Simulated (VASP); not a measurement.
## Pb under changes of volume

One of the cells (30.565 Å³/atom); the others are scaled copies at fixed shape and fractional positions:

```
CELL_PARAMETERS angstrom
0.00000 2.48160 2.48160
2.48160 0.00000 2.48160
2.48160 2.48160 0.00000
ATOMIC_POSITIONS crystal
Pb 0.00000 0.00000 0.00000
```

| Quantity | Value |
| --- | --- |
| Program | VASP 6.6.1 |
| Functional | PBE |
| Dispersion | D3(BJ) |
| Potentials or basis | VASP PAW PBE potentials, release 64 (Pb_d) |
| Cutoff | 520 eV |
| k mesh | 8 × 8 × 8 |
| Occupations | fermi-dirac, width 0.05 eV |
| Spin | no spin polarisation |

```tsv
volume (Å³/atom)	energy over the lowest point (meV/atom)	pressure (GPa)
29.342	?	?
29.954	2.20	1.0
30.565	0.00	0.0
31.176	1.41	-0.9
31.788	6.02	-1.7
```

Question: What does the run at 29.342 Å³/atom give?

Answer: Energy over the lowest point 8.39 meV/atom; pressure 2.1 GPa.

Worked out: A Birch-Murnaghan fit of order 2 (a polynomial in V^(-2/3)) to the other rows has its minimum at 30.62 Å³/atom with B0 = V·E''(V) = 46 GPa. It gives 8.34 meV/atom at 29.342 Å³/atom, against the run's 8.39, and -dE/dV = 2.2 GPa, against 2.1.

Energies are extrapolated to zero smearing.

Caveats: pairwise dispersion overbinds metals, which lowers pressure and volume.
